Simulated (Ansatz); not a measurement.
## TiO2: symmetry broken, then relaxed

Theory: DFT r2SCAN, scalar-relativistic, plane waves, PAW in Ansatz 0.2.0. Settings: plane waves to 500 eV, k-mesh 6×6×8 (Γ-centred), Gaussian smearing 0.05 eV. No spin polarisation. Energies are free energies at this smearing, counted from the undisturbed cell; pressure is positive in compression.

Reference structure (relaxed at this level):

```
Ti O
1.0
     4.59675    0.00000    0.00000
     0.00000    4.59675    0.00000
     0.00000    0.00000    2.95367
Ti O
2 4
Direct
  0.00000 0.00000 0.00000
  0.50000 0.50000 0.50000
  0.30461 0.30461 0.00000
  0.19539 0.80461 0.50000
  0.69539 0.69539 0.00000
  0.80461 0.19539 0.50000
```

The atoms are displaced (Å, in the unstrained cell):

```tsv
atom	ux	uy	uz
Ti1	0.003	-0.004	-0.052
Ti2	-0.007	-0.001	0.004
O3	-0.057	0.232	0.089
O4	-0.034	-0.115	0.007
O5	-0.051	-0.027	-0.118
O6	0.146	-0.085	0.070
```

The cell is strained by (-0.0334, 0.0676, 0.0353, -0.0377, 0.0336, 0.0101) (xx, yy, zz, yz, xz, xy; engineering shear). Cell and atoms are then relaxed.

Does the relaxation return to the undisturbed structure?

Yes (up to a choice of domain or origin): same space group and volume, and an energy 0.0 meV/atom from it. The disturbance itself cost 174.8 meV/atom. The final space group reads P4_2/mnm (tolerance 0.05 Å) and the volume changes by -0.01 %.

Final structure:

```
CELL_PARAMETERS angstrom
4.59639 0.00023 0.00012
0.00026 4.59701 -0.00020
0.00008 -0.00013 2.95356
ATOMIC_POSITIONS crystal
Ti 0.00003 0.00009 0.99960
Ti 0.49999 0.50008 0.49990
O 0.30456 0.30460 0.00012
O 0.19543 0.80460 0.50010
O 0.69542 0.69531 0.00014
O 0.80457 0.19531 0.50014
```

The relaxation, step by step (energy from the first step; small jumps at an unchanged geometry come where the plane waves are selected anew for the new cell):

```csv
step,ΔE (meV/atom),largest force component (eV/Å),pressure (GPa)
1,0.0,2.673,-7.38
2,-139.8,0.797,-4.58
3,-170.6,0.315,2.62
4,-175.3,0.017,-0.36
5,-175.3,0.001,0.00
6,-174.8,0.001,0.01
```

Frames along the relaxation (Å, eV/Å):

```xyz
6
Lattice="4.443 0.023 0.077 0.023 4.907 -0.087 0.050 -0.056 3.058" Properties=species:S:1:pos:R:3:forces:R:3 pbc="T T T" step=1
Ti    0.002   -0.003   -0.054    0.097   -1.090   -0.231
Ti    2.252    2.436    1.529   -0.416    0.735    0.346
O     1.308    1.748    0.084   -0.175   -2.673   -1.371
O     0.879    3.802    1.483    0.288    1.459    0.293
O     3.054    3.402   -0.129    1.437    1.207    1.276
O     3.746    0.858    1.651   -1.231    0.362   -0.313
6
Lattice="4.573 0.015 0.006 0.016 4.798 -0.058 0.004 -0.038 2.959" Properties=species:S:1:pos:R:3:forces:R:3 pbc="T T T" step=2
Ti   -0.029    0.001   -0.066    0.225   -0.468    0.075
Ti    2.269    2.414    1.478   -0.263    0.192    0.103
O     1.415    1.534    0.040   -0.311   -0.659   -0.797
O     0.944    3.817    1.448   -0.236    0.439    0.062
O     3.177    3.366   -0.097    0.717   -0.021    0.773
O     3.702    0.844    1.507   -0.132    0.518   -0.216
6
Lattice="4.602 -0.020 -0.004 -0.022 4.603 -0.001 -0.002 -0.001 2.933" Properties=species:S:1:pos:R:3:forces:R:3 pbc="T T T" step=3
Ti   -0.038    0.005   -0.069    0.040   -0.002    0.195
Ti    2.236    2.321    1.497    0.138   -0.012   -0.036
O     1.407    1.396    0.027   -0.032    0.068   -0.249
O     0.916    3.710    1.485    0.078   -0.175   -0.097
O     3.223    3.170   -0.021   -0.126   -0.108    0.315
O     3.703    0.853    1.470   -0.098    0.228   -0.128
6
Lattice="4.599 -0.003 0.001 -0.003 4.600 -0.001 0.001 -0.001 2.954" Properties=species:S:1:pos:R:3:forces:R:3 pbc="T T T" step=4
Ti   -0.001    0.002   -0.004   -0.002    0.000    0.002
Ti    2.295    2.302    1.475    0.004   -0.003    0.001
O     1.399    1.400    0.002    0.014    0.015   -0.005
O     0.899    3.700    1.477   -0.012    0.007   -0.003
O     3.199    3.194    0.001   -0.017   -0.010    0.004
O     3.699    0.894    1.479    0.013   -0.010    0.002
6
Lattice="4.596 0.000 0.000 0.000 4.597 0.000 0.000 0.000 2.954" Properties=species:S:1:pos:R:3:forces:R:3 pbc="T T T" step=5
Ti    0.000    0.000   -0.001    0.000    0.000    0.001
Ti    2.298    2.299    1.476    0.000    0.000    0.000
O     1.400    1.400    0.000    0.001    0.000    0.000
O     0.899    3.699    1.477   -0.001    0.001    0.000
O     3.197    3.197    0.000    0.000    0.000    0.000
O     3.698    0.898    1.477    0.001    0.000    0.000
6
Lattice="4.596 0.000 0.000 0.000 4.597 0.000 0.000 0.000 2.954" Properties=species:S:1:pos:R:3:forces:R:3 pbc="T T T" step=6
Ti    0.000    0.000   -0.001    0.000    0.000    0.001
Ti    2.298    2.299    1.476    0.000    0.000    0.000
O     1.400    1.400    0.000    0.000    0.000    0.000
O     0.899    3.699    1.477    0.000    0.000    0.000
O     3.197    3.197    0.000    0.000    0.000    0.000
O     3.698    0.898    1.477    0.000    0.000    0.000
```